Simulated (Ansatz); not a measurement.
## CsH: the gap under strain

CsH, Fm-3m, a = 6.376 Å. Ansatz: r2SCAN, PAW, 500 eV, Γ-centred 6×6×4 mesh on 4 atoms, Gaussian smearing 0.02 eV; no spin polarisation. Series: biaxial strain in the a-b plane, c and atoms relaxed; x is the strain in per cent. The axes a, b, c are those of the computed cell (4.509, 4.509, 6.376 Å), along [1 1 0], [-1 1 0], [0 0 1] of the cell named above. The gap is sought over the whole zone.

| x (%) | gap y (eV) |
| --- | --- |
| -6.0 | 2.498 |
| -4.0 | 2.575 |
| -2.0 | 2.635 |
| 0.0 | 2.680 |
| 2.0 | 2.715 |
| 4.0 | ? |
| 6.0 | 2.757 |

Problem. Fit y = E0 + c1 x + c2 x² to the other rows, give the deformation potential for this strain, and predict the missing gap.

Solution. Least squares on the rows shown. y = 2.6811 + 0.021293 x − 0.0014732 x². The deformation potential is 100 c1 = 2.13 eV per unit strain. With a term in x³ added, the coefficient of x becomes 0.01974, 7 % less, which shows how far this figure hangs on the form. At x = 4.0 the fit asked for gives 2.743 eV. The run gave 2.740 eV, so the fit is 0.003 eV too high, within twice the rms miss on the fitted rows (0.002 eV).

Spin-orbit coupling is left out, which matters for the bands of heavy elements. Semilocal functionals give gaps under the measured ones; changes of the gap mostly carry over better.